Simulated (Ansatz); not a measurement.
Basis-set extrapolation for C₂H₆O₂, SMILES `OCCO` (PBE0-D4/def2-TZVP geometry, frozen core, Ansatz 0.2.0). Multiplicity 1, RHF reference.

|  | def2-TZVPP | def2-QZVPP |
| --- | --- | --- |
| HF | -229.034477 | -229.045572 |
| MP2 correlation | -0.830357 | -0.892293 |
| CCSD(T) correlation | -0.888693 | -0.945585 |

Energies in hartree. Use E(X) = E(∞) + A·exp(−7.88·√X) for Hartree–Fock and E(X) = E(∞) + B·X^(−2.97) for correlation, with X = 3 and 4.

What is the CCSD(T) energy at the basis-set limit?

HF limit: -229.045572 + (-0.011095) × 0.13774 = -229.04710. Correlation limit: -0.945585 + (-0.056892) × 0.74074 = -0.98773. Total: -230.03483 hartree, 3.04 eV below CCSD(T)/def2-TZVPP.
